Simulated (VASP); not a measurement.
# TaAs: kinetic-energy density

TaAs, I4_1md (no. 109), 4 atoms in the cell. PBE; PAW potentials Ta_pv, As (PBE set).

## Input

INCAR:
```
SYSTEM = TaAs
ALGO = Normal
EDIFF = 1E-7
ENCUT = 520
ISIF = 2
ISMEAR = 0
LASPH = .True.
LCHARG = .True.
LREAL = .False.
LTAU = .True.
LWAVE = .False.
NELM = 100
PREC = Accurate
SIGMA = 0.02
```

KPOINTS:
```
k-points
0
Gamma
  9 9 9
```

POSCAR:
```
TaAs
1.0
   -1.7218133622      1.7218133622      5.8679415361
    1.7218133622     -1.7218133622      5.8679415361
    1.7218133622      1.7218133622     -5.8679415361
Ta As
2 2
Direct
    0.4999673000      0.4999673000      0.0000000000
    0.2499673000      0.7499673000      0.5000000000
    0.0826321200      0.0826321200      0.0000000000
    0.8326321200      0.3326321200      0.5000000000
```

Commands:
```
cat potpaw_PBE.64/Ta_pv/POTCAR potpaw_PBE.64/As/POTCAR > POTCAR
mpirun -np 1 vasp_std > vasp.out
```

## Result

- Kinetic energy of the pseudo orbitals (eV): 537.00

VASP 6.6.1 took 183 s on 1 core (Intel Xeon Platinum 8488C (Sapphire Rapids)), a shared host.
